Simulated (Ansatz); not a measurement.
# BiTe: the cost of one run

Computed with Ansatz 0.2.0 (DFT PBE, scalar-relativistic, plane waves, PAW, unless a step's input says otherwise).

4 further runs of the same task are left out: 1 that didn't finish, 3 set aside as unsound or not needed.

## (1) Starting point

The structure is cubic, space group Fm-3m (No. 225). Conventional cell: a = 6.502 Å, b = 6.502 Å, c = 6.502 Å, α = 90.00°, β = 90.00°, γ = 90.00°. Around Bi (site symmetry m-3m) lie 6 Te at 3.25 Å. Around Te (site symmetry m-3m) lie 6 Bi at 3.25 Å.

Coordinates:

```xyz
2
Lattice="0.0000 3.2512 3.2512 3.2512 0.0000 3.2512 3.2512 3.2512 0.0000" Properties=species:S:1:pos:R:3 pbc="T T T"
Bi    0.0000    0.0000    0.0000
Te    3.2512    3.2512    3.2512
```

It is the result of an earlier relaxation at this level (volume 34.37 Å³/atom; gap on the mesh: none (metal)).

## (2) The reference cell

Reference values: F = -19376.6584 eV; pressure 0.03 GPa; largest force 0.000 eV/Å; gap on the mesh none (metal). It was computed beforehand with the settings of the runs below.

## (3) Setting up energy and stress against strain

The cell is strained by ε times the Voigt pattern (1, -1, 0, 0, 0, 0) (xx, yy, zz, yz, xz, xy; engineering shear), with fractional coordinates fixed (clamped ions). The stress on the pattern is the sum of the stress components weighted by it, tension positive.

## (4) At ε = -0.1500

File input.yaml:

```yaml
crystal:
  lattice:
    - [0.0, 3.7388732862, 3.2511941619]
    - [2.7635150376, 0.0, 3.2511941619]
    - [2.7635150376, 3.7388732862, 0.0]
  atoms:
    - { symbol: Bi, position: [0.0, 0.0, 0.0] }
    - { symbol: Te, position: [0.5, 0.5, 0.5] }
basis:
  ecutwfc: 420
kpoints:
  mp_grid: { grid: [16, 16, 16] }
hamiltonian:
  xc: pbe
scf:
  occupations: { method: gaussian, width: 0.15 }
output:
  forces: true
  stress: true
  eigenvalues: true
```

Started as:

```
ansatz run input.yaml --threads 1 --pin off --max-ram 2560MiB --backend cpu --events-out ev --progress --plain --runs-dir out
```

Q: Estimate wall time and peak memory on 1 thread of Intel Xeon 6975P-C (Granite Rapids), shared host.

About 21 s, with a peak of 0.91 GiB.
